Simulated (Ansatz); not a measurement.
# CuO: the cost of one run

Computed with Ansatz 0.2.0 (DFT PBE+U, scalar-relativistic, plane waves, PAW, unless a step's input says otherwise).

### Step 1. Starting point

Symmetry: C2/c, No. 15, monoclinic system. The conventional cell has a = 4.684 Å, b = 3.423 Å, c = 5.129 Å, α = 90.00°, β = 99.54°, γ = 90.00°. Cu (site symmetry -1) has 4 O at 1.95 to 1.96 Å as nearest neighbours. Around O (site symmetry 2) lie 4 Cu at 1.95 to 1.96 Å.

As a file:

```
CELL_PARAMETERS angstrom
3.83394 0.00000 5.05807
0.00000 6.84600 0.00000
-5.53406 0.00000 5.05807
ATOMIC_POSITIONS crystal
Cu 0.12500 0.12500 0.87500
Cu 0.12500 0.62500 0.87500
Cu 0.62500 0.12500 0.37500
Cu 0.62500 0.62500 0.37500
Cu 0.37500 0.37500 0.62500
Cu 0.37500 0.87500 0.62500
Cu 0.87500 0.37500 0.12500
Cu 0.87500 0.87500 0.12500
Cu 0.37500 0.37500 0.12500
Cu 0.37500 0.87500 0.12500
Cu 0.87500 0.37500 0.62500
Cu 0.87500 0.87500 0.62500
Cu 0.12500 0.12500 0.37500
Cu 0.12500 0.62500 0.37500
Cu 0.62500 0.12500 0.87500
Cu 0.62500 0.62500 0.87500
O 0.12500 0.20920 0.12500
O 0.12500 0.70920 0.12500
O 0.62500 0.20920 0.62500
O 0.62500 0.70920 0.62500
O 0.37500 0.45920 0.87500
O 0.37500 0.95920 0.87500
O 0.87500 0.45920 0.37500
O 0.87500 0.95920 0.37500
O 0.37500 0.29080 0.37500
O 0.37500 0.79080 0.37500
O 0.87500 0.29080 0.87500
O 0.87500 0.79080 0.87500
O 0.12500 0.04080 0.62500
O 0.12500 0.54080 0.62500
O 0.62500 0.04080 0.12500
O 0.62500 0.54080 0.12500
```

The structure rests on an entry of the Crystallography Open Database; cell or positions may have been set otherwise for this series.

### Step 2. Single point: CuO

File input.yaml:

```yaml
crystal:
  lattice:
    - [3.833939426, 0.0, 5.0580666287]
    - [0.0, 6.846, 0.0]
    - [-5.534060574, 0.0, 5.0580666287]
  atoms:
    - { symbol: Cu, position: [0.125, 0.125, 0.875], spin: 1.0 }
    - { symbol: Cu, position: [0.125, 0.625, 0.875], spin: 1.0 }
    - { symbol: Cu, position: [0.625, 0.125, 0.375], spin: -1.0 }
    - { symbol: Cu, position: [0.625, 0.625, 0.375], spin: -1.0 }
    - { symbol: Cu, position: [0.375, 0.375, 0.625], spin: -1.0 }
    - { symbol: Cu, position: [0.375, 0.875, 0.625], spin: -1.0 }
    - { symbol: Cu, position: [0.875, 0.375, 0.125], spin: 1.0 }
    - { symbol: Cu, position: [0.875, 0.875, 0.125], spin: 1.0 }
    - { symbol: Cu, position: [0.375, 0.375, 0.125], spin: 1.0 }
    - { symbol: Cu, position: [0.375, 0.875, 0.125], spin: 1.0 }
    - { symbol: Cu, position: [0.875, 0.375, 0.625], spin: -1.0 }
    - { symbol: Cu, position: [0.875, 0.875, 0.625], spin: -1.0 }
    - { symbol: Cu, position: [0.125, 0.125, 0.375], spin: -1.0 }
    - { symbol: Cu, position: [0.125, 0.625, 0.375], spin: -1.0 }
    - { symbol: Cu, position: [0.625, 0.125, 0.875], spin: 1.0 }
    - { symbol: Cu, position: [0.625, 0.625, 0.875], spin: 1.0 }
    - { symbol: O, position: [0.125, 0.2092, 0.125] }
    - { symbol: O, position: [0.125, 0.7092, 0.125] }
    - { symbol: O, position: [0.625, 0.2092, 0.625] }
    - { symbol: O, position: [0.625, 0.7092, 0.625] }
    - { symbol: O, position: [0.375, 0.4592, 0.875] }
    - { symbol: O, position: [0.375, 0.9592, 0.875] }
    - { symbol: O, position: [0.875, 0.4592, 0.375] }
    - { symbol: O, position: [0.875, 0.9592, 0.375] }
    - { symbol: O, position: [0.375, 0.2908, 0.375] }
    - { symbol: O, position: [0.375, 0.7908, 0.375] }
    - { symbol: O, position: [0.875, 0.2908, 0.875] }
    - { symbol: O, position: [0.875, 0.7908, 0.875] }
    - { symbol: O, position: [0.125, 0.0408, 0.625] }
    - { symbol: O, position: [0.125, 0.5408, 0.625] }
    - { symbol: O, position: [0.625, 0.0408, 0.125] }
    - { symbol: O, position: [0.625, 0.5408, 0.125] }
magnetization:
  spin_polarized: true
scf:
  occupations: { method: gaussian, width: 0.02 }
output:
  forces: true
  stress: true
  populations: true
  write_density: true
  write_potential: true
  elf: true
  volumetric_format: npy
hamiltonian:
  hubbard: { sites: [{ species: Cu, l: d, u_eff: 8.0 }] }
  xc: pbe
kpoints:
  mp_grid: { grid: [3, 3, 3] }
```

Run with:

```sh
$ ansatz run input.yaml --threads 4 --pin off --max-ram 12288MiB --backend cpu --events-out ev --progress --plain --runs-dir out
```

What time and memory should one allow on 4 threads of Intel Xeon 6975P-C (Granite Rapids), shared host?

About 42 s, with a peak of 2.7 GiB.
